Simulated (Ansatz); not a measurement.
## Step by step: C, relaxation of cell and atoms

The calculation used DFT, PBE, PAW with Ansatz's default frozen-core files, scalar-relativistic (Ansatz 0.2.0).

Command: `ansatz run input.yaml --threads 1 --pin off --max-ram 2048MiB --backend cpu --events-out ev --progress --plain --runs-dir out` The run took about 12 s on 1 thread of a shared machine.

```yaml
crystal:
  lattice:
    - [0.0, 2.2322827293, 2.2322827293]
    - [2.2322827293, 0.0, 2.2322827293]
    - [2.2322827293, 2.2322827293, 0.0]
  atoms:
    - { symbol: C, position: [0.0, 0.0, 0.0] }
    - { symbol: C, position: [0.25, 0.25, 0.25] }
kpoints:
  mp_grid: { grid: [13, 13, 13] }
scf:
  occupations: { method: fermi_dirac, width: 0.05 }
hamiltonian:
  xc: pbe
  pseudopotentials: { kind: paw }
output:
  forces: true
  stress: true
relax:
  f_tol: 0.005
  max_steps: 80
  cell: {}
```

The cell is built from the diamond type as a first guess.

The cutoff is 420 eV; energies and pressures of the walk include the program's estimate of the Pulay term.

Each frame lists the cell vectors (Å), then Cartesian positions (Å); symmetry keeps all forces zero. Free energies count from the first step, -497.1167 eV.

The walk took 9 evaluations in all; steps that aren't listed are left out.

Step 1: E = 0.0 meV, P = -73.10 GPa

```
cell 0.0000 2.2323 2.2323 2.2323 0.0000 2.2323 2.2323 2.2323 0.0000
C     0.0000    0.0000    0.0000
C     1.1161    1.1161    1.1161
```

Step 2: E = -1490.7 meV, P = -79.48 GPa

```
cell 0.0000 2.1235 2.1235 2.1235 0.0000 2.1235 2.1235 2.1235 0.0000
C     0.0000    0.0000    0.0000
C     1.0617    1.0617    1.0617
```

Step 3: E = -2883.6 meV, P = -77.20 GPa

```
cell 0.0000 2.0146 2.0146 2.0146 0.0000 2.0146 2.0146 2.0146 0.0000
C     0.0000    0.0000    0.0000
C     1.0073    1.0073    1.0073
```

Step 4: E = -4004.5 meV, P = -57.09 GPa

```
cell 0.0000 1.9030 1.9030 1.9030 0.0000 1.9030 1.9030 1.9030 0.0000
C     0.0000    0.0000    0.0000
C     0.9515    0.9515    0.9515
```

Step 5: E = -4505.2 meV, P = -3.42 GPa

```
cell 0.0000 1.7914 1.7914 1.7914 0.0000 1.7914 1.7914 1.7914 0.0000
C     0.0000    0.0000    0.0000
C     0.8957    0.8957    0.8957
```

Q: How does the relaxation end?

A: It converges, with a = 3.572 Å, b = 3.572 Å, c = 3.572 Å, α = 90.00°, β = 90.00°, γ = 90.00° (conventional cell, space group Fd-3m). The last solve (on a basis chosen afresh for the final cell, so its energy is not quite comparable) gives E = -4499.0 meV, P = 0.01 GPa:
```
cell 0.0000 1.7858 1.7858 1.7858 0.0000 1.7858 1.7858 1.7858 0.0000
C     0.0000    0.0000    0.0000
C     0.8929    0.8929    0.8929
```
